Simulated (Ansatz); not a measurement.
The system is BN.

```xyz
2
Lattice="1.2511 0.7223 3.3729 -1.2511 0.7223 3.3729 0.0000 -1.4447 3.3729" Properties=species:S:1:pos:R:3 pbc="T T T"
N     0.0000    0.0000    6.7517
B     0.0000    0.0000    0.0033
```

The cell is a database's computed one.

Program: Ansatz 0.2.0. Alike in all runs: task band structure; potentials or basis Ansatz PAW; no spin polarisation; cell as given; k mesh 12 × 12 × 12; cutoff (eV) 420; smearing fermi-dirac 0.05 eV.

Problem. Order these runs on this cell by their pressure, lowest first.
A. level PBE
B. level revPBE
C. level PBEsol
D. level LDA

Solution. D (-4.2 GPa), C (0.7 GPa), A (3.6 GPa), B (6.5 GPa).

Caveats: the PAW data sets come from PBE, with cores solved anew for the run's functional, which leaves a small shift of forces and pressure (some runs).
